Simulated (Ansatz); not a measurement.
# Te2Mo: the cost of one run

Method: DFT PBE, scalar-relativistic, plane waves, PAW, in Ansatz 0.2.0.

3 further runs of the same task are left out: 1 that didn't finish, 2 set aside as unsound or not needed.

**1. Starting point**

It takes space group P6_3/mmc (No. 194, hexagonal). The conventional cell has a = 3.557 Å, b = 3.557 Å, c = 15.212 Å, α = 90.00°, β = 90.00°, γ = 120.00°. Te (site symmetry 3m) is surrounded by 3 Mo at 2.74 Å. Around Mo (site symmetry -6m2) lie 6 Te at 2.74 Å.

As a file:

```cif
data_structure
_symmetry_space_group_name_H-M 'P6_3/mmc'
_symmetry_Int_Tables_number 194
_cell_length_a 3.5570
_cell_length_b 3.5570
_cell_length_c 15.2118
_cell_angle_alpha 90.000
_cell_angle_beta 90.000
_cell_angle_gamma 120.000
_cell_volume 166.68
loop_
_atom_site_label
_atom_site_type_symbol
_atom_site_symmetry_multiplicity
_atom_site_Wyckoff_symbol
_atom_site_fract_x
_atom_site_fract_y
_atom_site_fract_z
_atom_site_occupancy
Te1 Te 4 f 0.33333 0.66667 0.63115 1
Mo1 Mo 2 c 0.33333 0.66667 0.25000 1
```

The cell was relaxed beforehand at this level, from a generated guess; it is a trial structure. At a tolerance of 0.02 Å it has space group P6_3/mmc (No. 194); it has 27.78 Å³/atom, an uncorrected energy of -0.27 eV/atom over the elements.

**2. Bands, states and charges**

The input, input.yaml:

```yaml
crystal:
  lattice:
    - [3.5569773737, 0.0, 0.0]
    - [-1.7784886868, 3.0804327663, 0.0]
    - [0.0, 0.0, 15.2117621431]
  atoms:
    - { symbol: Te, position: [0.3333333333, 0.6666666667, 0.6311544443] }
    - { symbol: Te, position: [0.6666666667, 0.3333333333, 0.1311544443] }
    - { symbol: Te, position: [0.3333333333, 0.6666666667, 0.8688455557] }
    - { symbol: Te, position: [0.6666666667, 0.3333333333, 0.3688455557] }
    - { symbol: Mo, position: [0.3333333333, 0.6666666667, 0.25] }
    - { symbol: Mo, position: [0.6666666667, 0.3333333333, 0.75] }
basis:
  ecutwfc: 420
kpoints:
  mp_grid: { grid: [12, 12, 2] }
  band_path:
    path:
      - [[0.0, 0.0, 0.0], [0.5, 0.0, 0.0], [0.33333333, 0.33333333, 0.0], [0.0, 0.0, 0.0], [0.0, 0.0, 0.5], [0.5, 0.0, 0.5], [0.33333333, 0.33333333, 0.5], [0.0, 0.0, 0.5]]
      - [[0.5, 0.0, 0.5], [0.5, 0.0, 0.0]]
      - [[0.33333333, 0.33333333, 0.5], [0.33333333, 0.33333333, 0.0]]
    npoints: 14
hamiltonian:
  xc: pbe
scf:
  occupations: { method: gaussian, width: 0.02 }
  n_extra_bands: 15
output:
  forces: true
  stress: true
  eigenvalues: true
  populations: true
  dos: { projected: true, de: 0.02, nscf_kmesh: { grid: [18, 18, 3] } }
  bader: true
  write_density: true
  write_potential: true
  elf: true
  volumetric_format: npy
```

On the command line:

```bash
$ ansatz run input.yaml --threads 1 --pin off --max-ram 2560MiB --backend cpu --events-out ev --progress --plain --runs-dir out
```

Q: Estimate wall time and peak memory on 1 thread of Arm Neoverse V1, shared host.

About 2.1 min, with a peak of 0.9 GiB.
